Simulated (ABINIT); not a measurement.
**ZrB2: single point with PBE0**

The system is ZrB2.

```
CELL_PARAMETERS angstrom
3.17000 0.00000 0.00000
-1.58500 2.74530 0.00000
0.00000 0.00000 3.53300
ATOMIC_POSITIONS crystal
Zr 0.00000 0.00000 0.00000
B 0.66667 0.33333 0.50000
B 0.33333 0.66667 0.50000
```

* Program: ABINIT 10.8.3 (patched build)
* Task: single point
* Functional: PBE0
* Potentials or basis: SG15 NC PBE v1.2
* Cutoff: 599 eV
* k mesh: 4 × 4 × 3
* Occupations: fermi-dirac, width 0.05 eV
* Spin: no spin polarisation

```yaml
Band_gap_on_the_k_mesh: none (metal or under the smearing width)
Valence_electrons_inside_the_program's_atomic_spheres: Zr 8.44; B 2.67
```

Levels at points of the mesh, in eV from the Fermi level:
```csv
k point,band 7,band 8,band 9,band 10,band 11,band 12
"(0.00, 0.00, 0.00)",-3.26,-3.18,-2.98,3.15,3.15,3.93
"(0.50, 0.00, 0.00)",-4.56,-3.70,-3.25,1.91,2.00,4.68
```

Run time: 92 s on 4 MPI ranks on Arm Neoverse V1, with other jobs on the host, peak memory 0.24 GiB a rank.

Caveat: the k mesh is coarse (spacing up to 0.59 Å⁻¹), so the values aren't converged, least of all with exact exchange; exact exchange is summed on a coarse mesh, which widens gaps by tenths of an eV.
